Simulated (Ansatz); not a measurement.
AgCl (Chlorargyrite) under changes of volume

One of the cells (20.458 Å³/atom); the others are scaled copies at fixed shape and fractional positions:

```xyz
2
Lattice="0.0000 2.7350 2.7350 2.7350 0.0000 2.7350 2.7350 2.7350 0.0000" Properties=species:S:1:pos:R:3 pbc="T T T"
Ag    0.0000    0.0000    0.0000
Cl    2.7350    2.7350    2.7350
```

```yaml
Program: Ansatz 0.2.0
Functional: PBE
Potentials_or_basis: Ansatz PAW
Cutoff: "420 eV (not typed: the program's choice for these potentials)"
k_mesh: 8 × 8 × 8
Occupations: fermi-dirac, width 0.05 eV
Spin: no spin polarisation
```

| volume (Å³/atom) | energy over the lowest point (meV/atom) | pressure (GPa) | gap on the mesh (eV) |
| --- | --- | --- | --- |
| 19.231 | 63.55 | 8.4 | 0.91 |
| 19.640 | ? | ? | ? |
| 20.049 | 29.14 | 5.2 | 0.90 |
| 20.458 | 17.46 | 3.9 | 0.91 |
| 20.868 | 8.94 | 2.8 | 0.91 |
| 21.277 | 3.22 | 1.7 | 0.91 |
| 21.686 | 0.00 | 0.8 | 0.92 |

Problem. What does the run at 19.640 Å³/atom give?

Solution. Energy over the lowest point 44.36 meV/atom; pressure 6.7 GPa; gap on the mesh 0.91 eV.

Worked out: A Birch-Murnaghan fit of order 3 (a polynomial in V^(-2/3)) to the other rows has its minimum at 22.09 Å³/atom, just outside them, with B0 = V·E''(V) = 42 GPa and B' = 5.3. It gives 44.35 meV/atom at 19.640 Å³/atom, against the run's 44.36, and -dE/dV = 6.7 GPa, against 6.7. A parabola through the other rows of the gap, of slope -0.106 eV per unit of ln V there, gives 0.91 eV, against the run's 0.91.

Energies are extrapolated to zero smearing.

A mesh can miss the band edges. Spin-orbit coupling on Ag is left out.
